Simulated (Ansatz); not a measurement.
# MnAs: a prediction, then the measurements

Level of theory: Ansatz 0.2.0, DFT PBE, scalar-relativistic, plane waves, PAW.

Plane waves to 420 eV, a k mesh through Γ of 12×12×8 on the computed 4-atom cell and Gaussian smearing (0.10 eV); collinear spin from starting moments 3.14 3.14 -0.12 -0.12 μB.

Relaxed structure, symmetry kept:

```xyz
4
Lattice="3.6560 0.0000 0.0000 -1.8280 3.1662 0.0000 0.0000 0.0000 5.5024" Properties=species:S:1:pos:R:3 pbc="T T T"
Mn    0.0000    0.0000    0.0000
Mn    0.0000    0.0000    2.7512
As    0.0000    2.1108    1.3756
As    1.8280    1.0554    4.1268
```

| Item | Value |
| --- | --- |
| Space group | P6_3/mmc (No. 194) |
| Volume per atom | 15.92 Å³ |
| Formation energy from the elements' standard states (uncorrected) | -0.213 eV/atom |
| Kohn–Sham band gap | none (metal) |
| Density of states at the Fermi level | 2.83 states/eV per cell |
| Löwdin character within 0.5 eV of the Fermi level | Mn 3d 75 %, As 4p 17 % |
| Bader charges (e) | Mn (2 in the cell) 0.65, As (2 in the cell) -0.65 |
| Total moment | 5.69 μB per cell |
| Site moments (μB; atoms counted from 1 over the whole cell) | Mn (atom 1) 2.85, Mn (atom 2) 2.85, As (atom 3) -0.11, As (atom 4) -0.11 |

Only parallel moments were tried here.

Only this magnetic start was tried.

**Experimental background.**

From “High-pressure growth and characterization of bulk MnAs single crystals”, 2017, arxiv:1711.02548, for a bulk crystal of MnAs at 298 K: lattice constant a 3.7173 ± 0.0004 Å.

“Tunable Second-Order Structural Transition in As-Deficient MnAs”, 2024, arxiv:2408.07781 reports, for a bulk crystal of MnAs at 297 K: lattice constant c 5.7044 ± 0.0004 Å.

Against the measured lattice constant a of MnAs, 3.7173 Å (298 K; the paper above), the calculated 3.656 Å is off by -1.6 %. 3 values of this kind are on record in papers (3.7172 to 3.72132 Å); this one was drawn at random among those near their median, those with a stated uncertainty first. Against the measured lattice constant c of MnAs, 5.7044 Å (297 K; the paper above), the calculated 5.502 Å is off by -3.5 %. 3 values of this kind are on record in papers (5.7044 to 5.70548 Å); this one was drawn at random among those near their median, those with a stated uncertainty first. The calculation is for 0 K without zero-point motion.

Cost: 1 run of about 2.8 core-minutes, on Arm Neoverse N1 (shared hosts).